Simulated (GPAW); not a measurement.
Au, 1 atom in the cell. It takes space group Fm-3m (No. 225, cubic). The conventional cell has a = 4.070 Å, b = 4.070 Å, c = 4.070 Å, α = 90.00°, β = 90.00°, γ = 90.00°. Au (site symmetry m-3m) has 12 Au at 2.88 Å as nearest neighbours. 

| Property | Result |
| --- | --- |
| Program | GPAW 26.7.0 |
| Task | relaxation of cell and atoms |
| Functional | PBEsol |
| Potentials or basis | PAW data sets generated in the run's folder for this functional |
| Cutoff | 600 eV |
| Basis | pw |
| k mesh | 11 × 11 × 11 |
| Occupations | fermi-dirac, width 0.05 eV |
| Spin | no spin polarisation |
| Maxiter | 150 |
| Optimizer | BFGS |
| Fmax | 0.02 eV/Å |
| Max steps | 60 |
| Convergence | density=1e-05 forces=0.0001 |

Potentials or basis: PAW data sets generated in the run's folder for this functional, pw.

Run with:

```bash
$ gpaw-setup -f PBEsol Au
$ OMP_NUM_THREADS=1 python run.py
```

Hardware: 1 thread of Arm Neoverse V2, with other jobs on the host.

**Question.** How long does it take, and how much memory?

**Answer.** Run time: 26 s on 1 thread of Arm Neoverse V2 (shared host), peak memory 0.15 GiB. Counts: scf iterations 26, plane waves 572, bands 14, k points 56, ion steps 3.
